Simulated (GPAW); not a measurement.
The system is Te.

```
Te
1.0
     2.30590    1.33131    1.69095
    -2.30590    1.33131    1.69095
     0.00000   -2.66263    1.69095
Te
1
Direct
  0.50000 0.50000 0.50000
```

This isn't the form of Te at room conditions, which is trigonal, of chains.

| Item | Value |
| --- | --- |
| Program | GPAW 26.7.0 |
| Task | relaxation of cell and atoms |
| Functional | BLYP |
| Potentials or basis | PAW data sets generated in the run's folder for this functional |
| Cutoff | 600 eV |
| Basis | pw |
| k mesh | 9 × 9 × 9 |
| Occupations | fermi-dirac, width 0.05 eV |
| Spin | no spin polarisation |

At the start: pressure 6.7 GPa; volume 31.15 Å³/atom.

Question: Where does the relaxation end?

Answer: Over 9 steps the energy falls by 87.7 meV/atom and the volume is 35.64 Å³/atom (+14.4 %); space group Pm-3m (No. 221, to 0.05 Å).

The path:
```
step  energy change (eV)  largest force (eV/Å)  pressure (GPa)  volume (Å³)
   1              0.0000                0.0000            6.68        31.15
   2             -0.0548                0.0000            3.29        32.93
   3             -0.0787                0.0000            0.41        35.01
   4             -0.0801                0.0000           -0.04        35.43
   5             -0.0816                0.0000           -0.34        35.75
   6             -0.0840                0.0000           -0.61        36.09
   7             -0.0861                0.0000           -0.57        36.12
   8             -0.0875                0.0000           -0.26        35.84
   9             -0.0877                0.0000           -0.03        35.64
```

Final structure:
```yaml
crystal:
  lattice:
    - [2.32718, 1.34360, 1.89962]
    - [-2.32718, 1.34360, 1.89962]
    - [0.00000, -2.68720, 1.89962]
  atoms:
    - { symbol: Te, position: [0.50000, 0.50000, 0.50000] }
```

Caveat: later steps reuse the first step's grids.
